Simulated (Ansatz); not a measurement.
Turn this script for Ansatz 0.2.0, Python API into the input file that the command-line program reads.

The script, `bands_zns.py`:
```python
from dataclasses import dataclass

import ansatz as az
import matplotlib.pyplot as plt
import numpy as np
from pymatgen.core import Lattice, Structure
from pymatgen.io.ase import AseAtomsAdaptor


@dataclass(frozen=True)
class RunConfig:
    functional: str = 'pbesol'
    occupations: str = 'gaussian'
    width_ev: float = 0.01
    extra_bands: int = 6


cfg = RunConfig()

pmg_structure = Structure(
    Lattice([[1.904, 1.09928, 12.45762], [-1.904, 1.09928, 12.45762], [0.0, -2.19855, 12.45762]]),
    ['Zn', 'Zn', 'Zn', 'Zn', 'S', 'S', 'S', 'S'],
    [
        [0.58335, 0.58335, 0.58335],
        [0.99995, 0.99995, 0.99995],
        [0.41661, 0.41661, 0.41661],
        [1 / 6, 1 / 6, 1 / 6],
        [0.35408, 0.35408, 0.35408],
        [0.10416, 0.10416, 0.10416],
        [0.5209, 0.5209, 0.5209],
        [0.93749, 0.93749, 0.93749],
    ],
)
crystal = az.Crystal.from_ase(AseAtomsAdaptor.get_atoms(pmg_structure))

path = [
    ('H_0', (0.17186, -0.5, -0.17186)),
    ('L', (0.0, -0.5, 0.0)),
    ('G', (0.0, 0.0, 0.0)),
    ('S_0', (0.33593, -0.33593, 0.0)),
]
setup = (
    crystal.calculation()
    .functional(cfg.functional)
    .pseudopotentials('paw')
    .basis(38 * az.Ry)
    .kpoints(6)
    .occupations(cfg.occupations, width=cfg.width_ev)
    .band_structure([point for _, point in path], intervals=8)
    .scf(extra_bands=cfg.extra_bands)
)
res = setup.run(threads=1)
r = res.report

print('%-22s %14.5f eV' % ('F = E - TS', r['free_energy_ev']))
print('%-22s %14.5f eV' % ('E', r['internal_energy_ev']))
print('%-22s %14.5f eV' % ('Harris-Foulkes', r['harris_foulkes_ev']))
print('%-22s %14.5f eV' % ('Fermi level', r['fermi_energy_ev']))

bands = res.band_structure()
fermi = bands.fermi_energy_ev
print(f'zero of the bands: {fermi:.3f} eV, the Fermi level found on the SCF mesh')
reciprocal = 2 * np.pi * np.linalg.inv(res.lattice.cell_ang).T
steps = np.linalg.norm(np.diff(bands.kpoints_frac @ reciprocal, axis=0), axis=1)
distance = np.concatenate([[0], np.cumsum(steps)])
fig, ax = plt.subplots(figsize=(5, 4))
for channel, colour in zip(bands.channels, ('C0', 'C3')):
    ax.plot(distance, channel.eigenvalues_ev - fermi, colour, lw=1)
ax.set_xticks(distance[::8], [label for label, _ in path])
ax.set(ylim=(-4, 4), ylabel='E - E_F (eV)', xlim=(0, distance[-1]))
ax.grid(axis='x')
fig.savefig('bands.png', dpi=100)
first = bands.channels[0].eigenvalues_ev - fermi
near = np.argsort(np.abs(first.mean(axis=0)))[:4]
for band in sorted(near):
    print(f'band {band + 1}: {first[:, band].min():.3f} to {first[:, band].max():.3f} eV')
```

```console
$ python bands_zns.py
F = E - TS               -16669.74375 eV
E                        -16669.74375 eV
Harris-Foulkes           -16669.74375 eV
Fermi level                   6.83185 eV
zero of the bands: 6.832 eV, the Fermi level found on the SCF mesh
band 34: -3.037 to -1.061 eV
band 35: -2.644 to -1.023 eV
band 36: -2.532 to -1.023 eV
band 37: 1.023 to 3.319 eV
```

`input.yaml`:
```yaml
crystal:
  lattice:
    - [1.904, 1.09928, 12.45762]
    - [-1.904, 1.09928, 12.45762]
    - [0.0, -2.19855, 12.45762]
  atoms:
    - { symbol: Zn, position: [0.58335, 0.58335, 0.58335] }
    - { symbol: Zn, position: [0.99995, 0.99995, 0.99995] }
    - { symbol: Zn, position: [0.41661, 0.41661, 0.41661] }
    - { symbol: Zn, position: [0.16666666666666666, 0.16666666666666666, 0.16666666666666666] }
    - { symbol: S, position: [0.35408, 0.35408, 0.35408] }
    - { symbol: S, position: [0.10416, 0.10416, 0.10416] }
    - { symbol: S, position: [0.5209, 0.5209, 0.5209] }
    - { symbol: S, position: [0.93749, 0.9374900000000002, 0.93749] }
basis:
  ecutwfc: 517.016338673772
kpoints:
  mp_grid:
    grid: [6, 6, 6]
  band_path:
    path:
      - [0.17186, -0.5, -0.17186]
      - [0.0, -0.5, 0.0]
      - [0.0, 0.0, 0.0]
      - [0.33593, -0.33593, 0.0]
    npoints: 8
hamiltonian:
  xc: pbesol
  pseudopotentials:
    kind: paw
scf:
  n_extra_bands: 6
  occupations:
    method: gaussian
    width: 0.01
```

Notes:
- Absolute energies stand on the zero of these potentials, so only differences at equal settings mean something. A total without «per atom» is that of the whole cell that was run.
- The computed bands are complete only to about 4.2 eV above the Fermi level.
- The zero of the levels is a convention of the potentials, so an absolute Fermi energy is no work function.
- In a crystal with a gap the Fermi level's place inside it depends on smearing and mesh.
- This cell is a computed structure, which may not be the phase found in nature.
- Levels are Kohn-Sham eigenvalues on this mesh.
- Finished in 42 s on 1 thread of Arm Neoverse V1 (shared host), peak memory 0.63 GiB.

(Lines on the test bed's own set-up are left out of the output.)
